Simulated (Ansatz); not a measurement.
## Cohesion in the molecular crystal H2

Theory: DFT PBE+D3(BJ), scalar-relativistic, plane waves, PAW in Ansatz.

Plane waves to 420 eV, a k mesh through Γ of 6×6×4 on the computed 4-atom cell and Gaussian smearing (0.02 eV); no spin polarisation.

The relaxed primitive cell holds 2 H2 (symmetry kept; residual pressure 0.01 GPa). Each molecule is also computed alone in a box with 9 Å or more between images, first as cut from the crystal, then relaxed.

```
H
1.0
     2.37842   -2.25408    0.00000
     2.37842    2.25408    0.00000
     0.00000    0.00000    4.51236
H
4
Direct
  0.94000 0.06000 0.05771
  0.44000 0.56000 0.44229
  0.56000 0.44000 0.55771
  0.06000 0.94000 0.94229
```

The lattice energy is -0.049 eV (-4.7 kJ/mol) a molecule against the relaxed free molecules, without zero-point or thermal terms. Free molecules keep the site symmetry that they have in the crystal, and one conformer stands for all of a formula. The molecules are strained by 0.000 eV each in the crystal, which takes 24.2 Å³ a molecule. The gap on the mesh is 9.24 eV in the crystal and 10.11 eV between the free molecule's highest filled and lowest empty level.

Cost: 3 runs of about 0.14 core-minutes in all, on Arm Neoverse V1 (shared hosts).